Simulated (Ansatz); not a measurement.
A 2-atom cell of BeSe started from a crystallographic database was put through Ansatz (plane waves). It starts from the PBE minimum.

The cell given to it:
```
Be Se
1.0
     0.00000    2.58883    2.58883
     2.58883    0.00000    2.58883
     2.58883    2.58883    0.00000
Be Se
1 1
Direct
  0.00000 0.00000 0.00000
  0.25000 0.25000 0.25000
```

Abridged output:
```
Functional definition: r2SCAN
Crystal: 2 atoms, lattice volume = 34.701 Å³
Basis set: ecut = 500 eV, 893 PW (Γ)
Bands: 13, of which v1, the nominal top of the filled ones, is band 9 counted from 1 (8 counted from 0)
Symmetry: 24 space group operations
Space group: F-43m (ITA 216)
k-points: 29 of 512 (time reversal used)
preconditioner: auto → none  [insulator: Δε(μ)=3.118 eV  σ=0.020 eV  ℏωp=17.8 eV]
SCF 1 converged in 6 iterations: F = -5573.339706 eV  dr2 = 6.34e-9
relax step 1: F+E_penalty+E_count = -5573.33970627 eV  P = -0.708 GPa  Ω = 34.701 Å³
SCF 2 converged in 4 iterations: F = -5573.340395 eV  dr2 = 1.68e-8
relax step 2: F+E_penalty+E_count = -5573.34039458 eV  P = -0.103 GPa  Ω = 34.434 Å³
SCF 3 converged in 4 iterations: F = -5573.340410 eV  dr2 = 6.58e-10
relax step 3: F+E_penalty+E_count = -5573.34041033 eV  P = +0.001 GPa  Ω = 34.388 Å³
SCF 4 converged in 4 iterations: F = -5573.340401 eV  dr2 = 7.08e-13
relax step 4: F+E_penalty+E_count = -5573.34040098 eV  P = +0.001 GPa  Ω = 34.388 Å³  (SCF on a basis re-selected at this cell)
Free energy (F): -5573.340401 eV
Fermi energy:    8.159081 eV
--- Per-component energies (eV) ---
  E_band       = -398.229415
  E_kinetic    = 139.261772
  E_local      = -2533.672248
  E_nonlocal   = -591.908889
  E_hartree    = 1251.923263
  E_xc         = -117.568385
  E_vxc        = -128.382061
  E_paw        = -1985.377663
  E_vpaw       = 206.611307
  E_vtau       = 6.014401
  E_ewald      = -1734.221242
  E_core_change = -1.776797
--- Stress (GPa, compression-positive) ---
        0.000932       0.000000       0.000000
        0.000000       0.000932       0.000000
        0.000000       0.000000       0.000932
  P = ⅓ Tr σ = 0.0009 GPa (0.009 kbar)
--- Relaxed structure (3 steps of the walk, 3 accepted, 1 SCFs on fresh bases) ---
  F+E_penalty+E_count = -5573.34040098 eV
  cell:  # Å, volume = 34.3884 Å³
    - [0.000000, 2.581036, 2.581036]
    - [2.581036, 0.000000, 2.581036]
    - [2.581036, 2.581036, 0.000000]
  atoms:
    - { symbol: Be, position: [0.000000, 0.000000, 0.000000] }
    - { symbol: Se, position: [0.250000, 0.250000, 0.250000] }
```

Problem. Reconstruct the input.

Solution.
```yaml
crystal:
  # lattice and atoms as above
kpoints:
  mp_grid: { grid: [8, 8, 8] }
hamiltonian:
  xc: r2scan
scf:
  occupations: { method: fermi_dirac, width: 0.02 }
relax:
  f_tol: 0.005
  cell: {}
```
The term E_vtau belongs to a meta-GGA, which reads the kinetic-energy density. The relax steps with a changing cell volume need the relax block with cell. This is the file that was run; thresholds and some counts can't be read off the log exactly.

Run as `ansatz run input.yaml --threads 2 --pin off --max-ram 2211MiB --backend cpu --events-out ev --progress --plain --runs-dir out`. Wall time 6.2 s on 2 threads of Arm Neoverse V1, with other jobs on the host, load about 0.3 per core; peak host memory 0.38 GiB.

Spin-unpolarised throughout; all numbers are computed.
